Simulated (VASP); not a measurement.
AlAs, 14 atoms in the cell. The cell holds a slab with vacuum, 14 atoms: a = 5.661 Å, b = 4.003 Å, c = 22.008 Å, α = 90.00°, β = 90.00°, γ = 90.00°. 

| Property | Result |
| --- | --- |
| Program | VASP 6.6.1 |
| Task | work function |
| Functional | PBEsol |
| Potentials or basis | VASP PAW PBE potentials, release 64 (Al, As) |
| Cutoff | 520 eV |
| k mesh | 4 × 6 × 1 |
| Occupations | gaussian, width 0.05 eV |
| Spin | no spin polarisation |
| Vacuum (Å) | 10 |
| Dipole correction | yes |
| Further INCAR settings | ALGO = Normal; EDIFF = 1e-06 |

Potentials or basis: VASP PAW PBE potentials, release 64 (Al, As).

The run is started by

```sh
$ cat potpaw_PBE.64/Al/POTCAR potpaw_PBE.64/As/POTCAR > POTCAR
$ mpirun -np 8 vasp_std > vasp.out
```

Hardware: 8 MPI ranks on AMD EPYC 7R13 Processor (Zen 3), with other jobs on the host.

Q: How long does it take, and how much memory?

A: Wall time 95 s on 8 MPI ranks on AMD EPYC 7R13 Processor (Zen 3) (shared host), peak memory 0.6 GiB a rank. Counts: scf iterations 20, k points 12.
